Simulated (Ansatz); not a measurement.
# HfO2: clamped-ion strain scan

Theory: Ansatz, DFT r2SCAN, scalar-relativistic, plane waves, PAW. The runs took a 500 eV cutoff, a Γ-centred 6×6×6 mesh and Gaussian smearing (0.05 eV). Spin–orbit coupling is left out, which matters for the heavy elements here. No spin polarisation. Energies are free energies at this smearing, counted from the undisturbed cell; pressure is positive in compression.

The starting cell (relaxed at this level; this form isn't the usual structure):

```yaml
crystal:
  lattice:
    - [3.57682, 0.00000, 0.00000]
    - [0.00000, 3.57682, 0.00000]
    - [0.00000, 0.00000, 5.20267]
  atoms:
    - { symbol: Hf, position: [0.50000, 0.50000, 0.50000] }
    - { symbol: Hf, position: [0.00000, 0.00000, 0.00000] }
    - { symbol: O, position: [0.00000, 0.50000, 0.69616] }
    - { symbol: O, position: [0.50000, 0.00000, 0.80384] }
    - { symbol: O, position: [0.50000, 0.00000, 0.30384] }
    - { symbol: O, position: [0.00000, 0.50000, 0.19616] }
```

The cell is strained by ε times the Voigt pattern (1, 0, 0, 0, 0, 0) (xx, yy, zz, yz, xz, xy; engineering shear) with fractional coordinates fixed.

```
      ε  ΔE (meV/atom) stress summed along the pattern (GPa, tension positive) pressure (GPa) gap on the mesh (eV)
-0.1500              ?                                                        ?            71.8                  5.37
-0.0750          113.4                                                   -48.10            26.9                  5.40
 0.0000            0.0                                                     0.01             0.0                  5.26
 0.0375           21.1                                                    15.49            -9.0                  5.00
 0.1125          157.4                                                    34.79           -20.8                  4.42
 0.1500          255.2                                                    40.16           -24.5                  4.18
```

(1) Give the withheld values.

Results:

(1) ΔE (meV/atom) at ε = -0.1500: 557.7; stress summed along the pattern (GPa, tension positive) at ε = -0.1500: -129.94.